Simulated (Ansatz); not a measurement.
**Relaxation of Rh**

The calculation used DFT r2SCAN, scalar-relativistic, plane waves, PAW in Ansatz. Settings: 500 eV cutoff, 24×24×12 k-mesh, Gaussian smearing of 0.10 eV, no spin polarisation.

What was changed: uniaxial strain along c, with a, b and atoms relaxed: -4.0 %.

Command:

```bash
ansatz run input.yaml --threads 1 --pin off --max-ram 2560MiB --backend cpu --events-out ev --progress --plain --runs-dir out
```

Input:

```yaml
crystal:
  lattice:
    - [2.7306796145, 0.0, 0.0]
    - [-1.3653398072, 2.3648379157, 0.0]
    - [0.0, 0.0, 4.1746725322]
  atoms:
    - { symbol: Rh, position: [0.6666666658, 0.3333333342, 0.75] }
    - { symbol: Rh, position: [0.3333333342, 0.6666666658, 0.25] }
basis:
  ecutwfc: 500
kpoints:
  mp_grid: { grid: [24, 24, 12] }
hamiltonian:
  xc: r2scan
scf:
  occupations: { method: gaussian, width: 0.1 }
output:
  forces: true
  stress: true
  eigenvalues: true
relax:
  adjacent_minimum: "off"
  f_tol: 0.008
  max_steps: 40
  cell: { stress_tol: 0.015, fix: [c, angles] }
```

F is the free energy. Steps run on the plane waves of an earlier cell, but the last one, and at times one on the way, on a freshly chosen basis, so a repeated geometry can differ a little in energy. The held parts of the cell keep their stress, so P needn't end at zero.

Steps:

```tsv
step	F − F(1) (eV)	largest force component (eV/Å)	V (Å³/atom)	P (GPa)
1	0.0000	0.000	13.479	7.43
2	-0.0008	0.000	13.652	3.79
3	-0.0015	0.000	13.585	5.18
4	-0.0015	0.000	13.583	5.21
5	-0.0015	0.000	13.583	5.21
```

Relaxed structure:

```cif
data_structure
_symmetry_space_group_name_H-M 'P 1'
_symmetry_Int_Tables_number 1
_cell_length_a 2.7412
_cell_length_b 2.7412
_cell_length_c 4.1747
_cell_angle_alpha 90.000
_cell_angle_beta 90.000
_cell_angle_gamma 120.000
_cell_volume 27.17
loop_
_atom_site_label
_atom_site_type_symbol
_atom_site_fract_x
_atom_site_fract_y
_atom_site_fract_z
_atom_site_occupancy
Rh1 Rh 0.66667 0.33333 0.75000 1
Rh2 Rh 0.33333 0.66667 0.25000 1
```

It takes space group P6_3/mmc (No. 194, hexagonal). Conventional cell: a = 2.741 Å, b = 2.741 Å, c = 4.175 Å, α = 90.00°, β = 90.00°, γ = 120.00°. Rh (site symmetry -6m2) is surrounded by 12 Rh at 2.62 to 2.74 Å.

The run converged. It took 2 min on 1 thread of AMD EPYC 9R45 96-Core Processor (Zen 5), on a shared host, peak memory 0.99 GiB.